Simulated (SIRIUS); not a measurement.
## MgS (Niningerite): single point with PBE

The system is MgS (Niningerite).

```
CELL_PARAMETERS angstrom
0.00000 2.60165 2.60165
2.60165 0.00000 2.60165
2.60165 2.60165 0.00000
ATOMIC_POSITIONS crystal
S 0.50000 0.50000 0.50000
Mg 0.00000 0.00000 0.00000
```

```
Program             : SIRIUS 7.12.0
Task                : single point
Functional          : PBE
Potentials or basis : PseudoDojo 0.4.1 PBE standard (scalar relativistic)
Cutoff              : 1152 eV
Density cutoff      : 4606 eV
k mesh              : 9 × 9 × 9
Occupations         : fermi-dirac, width 0.05 eV
Spin                : no spin polarisation
Libxc names         : ["XC_GGA_X_PBE", "XC_GGA_C_PBE"]
Energy tol          : 1e-08 Ha
Density tol         : 1e-06
Mixer               : anderson
Mixing beta         : 0.7
Max scf             : 100
```

The pressure is 1.2 GPa. The band gap on the k mesh is 2.92 eV.

Wall time 29 s on 1 thread of Intel(R) Xeon(R) Platinum 8488C (Sapphire Rapids), with other jobs on the host, peak memory 0.27 GiB.

Caveat: an odd mesh through Γ misses points on the zone boundary, where band edges often lie.
